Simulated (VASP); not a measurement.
# Zr (Im-3m) in VASP: a series of runs, part 2 of 2

VASP 6.6.1.

### 3 Electric field gradients, RPBE+D4, non-collinear spin, ferromagnetic start, spin-orbit coupling

File INCAR:

```
SYSTEM = Zr
PREC = Accurate
ENCUT = 520
EDIFF = 1E-5
ISMEAR = -1
SIGMA = 0.01
LREAL = .False.
LASPH = .True.
NELM = 80
ALGO = Normal
ISIF = 2
LWAVE = .False.
LCHARG = .False.
MAGMOM = 0.5 0 0
LORBIT = 11
LSORBIT = .True.
GGA_COMPAT = .False.
LORBMOM = .True.
LMAXMIX = 4
GGA = RP
IVDW = 13
LEFG = .True.
NELMIN = 8
```

File KPOINTS:

```
Automatic mesh
0
Gamma
  7 7 7
  0 0 0
```

File POSCAR:

```
Zr
1.0
   -1.8100000000      1.8100000000      1.8100000000
    1.8100000000     -1.8100000000      1.8100000000
    1.8100000000      1.8100000000     -1.8100000000
Zr
1
Cartesian
    0.0000000000      0.0000000000      0.0000000000
```

Potentials or basis: VASP PAW PBE potentials, release 64 (Zr_sv).

On the command line:

```console
> cat potpaw_PBE.64/Zr_sv/POTCAR > POTCAR
> mpirun -np 1 vasp_ncl > vasp.out
```

OUTCAR:

```text
SYSTEM = Zr
   PREC = Accurate
   ENCUT = 520
   EDIFF = 1E-5
   ISMEAR = -1
   LREAL = .False.
   LASPH = .True.
   NELM = 80
   ISIF = 2
   LORBIT = 11
   LSORBIT = .True.
   GGA = RP
   IVDW = 13
   NELMIN = 8

 ion  position               nearest neighbor table
   1  0.000  0.000  0.000-

  LATTYP: Found a body centered cubic cell.
 ALAT       =     3.6200000000

  Lattice vectors:

 A1 = (  -1.8100000000,   1.8100000000,   1.8100000000)
 A2 = (   1.8100000000,  -1.8100000000,   1.8100000000)
 A3 = (   1.8100000000,   1.8100000000,  -1.8100000000)

Analysis of symmetry for initial positions (statically):
=====================================================================
 Subroutine PRICEL returns:
 Original cell was already a primitive cell.

 Routine SETGRP: Setting up the symmetry group for a
 body centered cubic supercell.

 Subroutine GETGRP returns: Found 48 space group operations
 (whereof 48 operations were pure point group operations)
 out of a pool of 48 trial point group operations.

The static configuration has the point symmetry O_h .

Analysis of symmetry for dynamics (positions and initial velocities):
=====================================================================
 Subroutine PRICEL returns:
 Original cell was already a primitive cell.
[... 840 lines left out ...]

 orbital moment (x)

 # of ion     p       d       tot
 ----------------------------------------
  1        -0.000  -0.011  -0.011
 ----------------------------------------
           -0.000  -0.011  -0.011

 orbital moment (y)

 # of ion     p       d       tot
 ----------------------------------------
  1         0.000  -0.000  -0.000
 ----------------------------------------
            0.000  -0.000  -0.000

 orbital moment (z)

 # of ion     p       d       tot
 ----------------------------------------
  1         0.000   0.000   0.000
 ----------------------------------------
            0.000   0.000   0.000

 Spin-Orbit-Coupling matrix elements

 Ion:    1  E_soc:     -0.1432635
 l=   1
     0.0000000    -0.0231354    -0.0231362
    -0.0231354     0.0000000    -0.0231362
    -0.0231362    -0.0231362     0.0000000
 l=   2
     0.0000000    -0.0001249     0.0000000    -0.0001311    -0.0006138
    -0.0001249     0.0000000    -0.0004617    -0.0001249    -0.0001539
     0.0000000    -0.0004617     0.0000000    -0.0004603     0.0000000
    -0.0001311    -0.0001249    -0.0004603     0.0000000    -0.0001534
    -0.0006138    -0.0001539     0.0000000    -0.0001534     0.0000000
 l=   3
     0.0000000     0.0000000     0.0000000     0.0000000     0.0000000     0.0000000     0.0000000
     0.0000000     0.0000000     0.0000000     0.0000000     0.0000000     0.0000000     0.0000000
     0.0000000     0.0000000     0.0000000     0.0000000     0.0000000     0.0000000     0.0000000
     0.0000000     0.0000000     0.0000000     0.0000000     0.0000000     0.0000000     0.0000000
     0.0000000     0.0000000     0.0000000     0.0000000     0.0000000     0.0000000     0.0000000
     0.0000000     0.0000000     0.0000000     0.0000000     0.0000000     0.0000000     0.0000000
     0.0000000     0.0000000     0.0000000     0.0000000     0.0000000     0.0000000     0.0000000

 total charge

# of ion       s       p       d       tot
------------------------------------------
    1        2.219   5.956   1.644   9.818

 magnetization (x)

# of ion       s       p       d       tot
------------------------------------------
    1        0.006   0.024   0.231   0.261

 magnetization (y)

# of ion       s       p       d       tot
------------------------------------------
    1        0.000   0.000   0.000   0.000

 magnetization (z)

# of ion       s       p       d       tot
------------------------------------------
    1        0.000   0.000   0.000   0.000

=======================================================================
```

OSZICAR:

```text
N       E                     dE             d eps       ncg     rms          rms(c)
DAV:   1     0.107266253372E+03    0.10727E+03   -0.66439E+03  2080   0.119E+03
DAV:   2    -0.141506782163E+01   -0.10868E+03   -0.10620E+03  2424   0.349E+02
DAV:   3    -0.818444875805E+01   -0.67694E+01   -0.66372E+01  3716   0.639E+01
DAV:   4    -0.833597858701E+01   -0.15153E+00   -0.15015E+00  2404   0.908E+00
DAV:   5    -0.833969124263E+01   -0.37127E-02   -0.37124E-02  2952   0.106E+00    0.947E+00
DAV:   6    -0.808454722514E+01    0.25514E+00   -0.50173E-01  2228   0.708E+00    0.369E+00
DAV:   7    -0.803168538483E+01    0.52862E-01   -0.28352E-01  2472   0.508E+00    0.116E+00
DAV:   8    -0.803962637366E+01   -0.79410E-02   -0.27102E-02  2868   0.156E+00    0.746E-01
DAV:   9    -0.804057687906E+01   -0.95051E-03   -0.32570E-03  2416   0.652E-01    0.248E-01
DAV:  10    -0.804118231300E+01   -0.60543E-03   -0.12799E-03  2568   0.481E-01    0.549E-02
DAV:  11    -0.804118299671E+01   -0.68371E-06   -0.13917E-04  2384   0.118E-01    0.115E-02
DAV:  12    -0.804118610278E+01   -0.31061E-05   -0.63538E-06  1564   0.279E-02
   1 F= -.83725545E+01 E0= -.83719436E+01  d E =-.122179E-02  mag=     0.5075     0.0000    -0.0000
```

Run time: 39 s. Hardware: 1 thread of Intel Xeon Platinum 8488C (Sapphire Rapids), shared host; peak memory 0.21 GiB.

Results:

| Item | Value |
| --- | --- |
| Free energy | -8.3726 eV |
| Pressure | -2.3 GPa |
| Net moment | 0.51 μB per cell |
| Valence electrons inside the program's atomic spheres | Zr 9.82 |
| Dispersion energy per atom | -0.331 eV |

Moments on the atoms (μB; x, y, z):
```
Zr  0.26 0.00 0.00
```

Electric field gradients, principal values (V/Å²):
| atom | Vxx | Vyy | Vzz |
| --- | --- | --- | --- |
| 1 Zr | -0.060 | -0.060 | 0.120 |

Caveat: the PAW data sets were made with another functional, which shifts forces and pressure a little.

### 4 For comparison

An earlier run on the cell as given: functional PBE; potentials or basis VASP PAW PBE potentials, release 64 (Zr_sv); cutoff 520 eV; k mesh 10 × 10 × 10; occupations fermi-dirac, width 0.05 eV; no spin polarisation.

- Pressure: -3.3 GPa
- Band gap on the k mesh: none (metal or under the smearing width)

### 5 The runs side by side

```tsv
task	level	potentials or basis	spin	U	k mesh	smearing	LDAUTYPE	hund's J	other keys	gap on the mesh (eV)	pressure (GPa)
core levels	LDA+U	VASP PAW LDA potentials, release 54 (Zr_sv)	off	Zr d U = 3 eV, J = 1.0 eV	10 × 10 × 10	gaussian 0.05 eV	2	1	LASPH = no; ALGO = VeryFast	none	-4.3
electric field gradients	RPBE+D4	VASP PAW PBE potentials, release 64 (Zr_sv)	non-collinear, ferromagnetic start, SOC	-	7 × 7 × 7	fermi-dirac 0.01 eV	-	-	NELMIN = 8; ISMEAR = -1; SIGMA = 0.01; EDIFF = 1e-05	-	-2.3
single point	PBE	VASP PAW PBE potentials, release 64 (Zr_sv)	off	-	10 × 10 × 10	fermi-dirac 0.05 eV	-	-	-	none	-3.3
```

Alike in all rows: cell as given; cutoff (eV) 520.

Caveats: U without spin polarisation on a metal has little footing (some runs); the U is typed as a test and isn't derived for this compound (some runs); the PAW data sets were made with another functional, which shifts forces and pressure a little (some runs).

Total energies depend on the potentials used, so only differences within one code and one set of settings carry meaning.
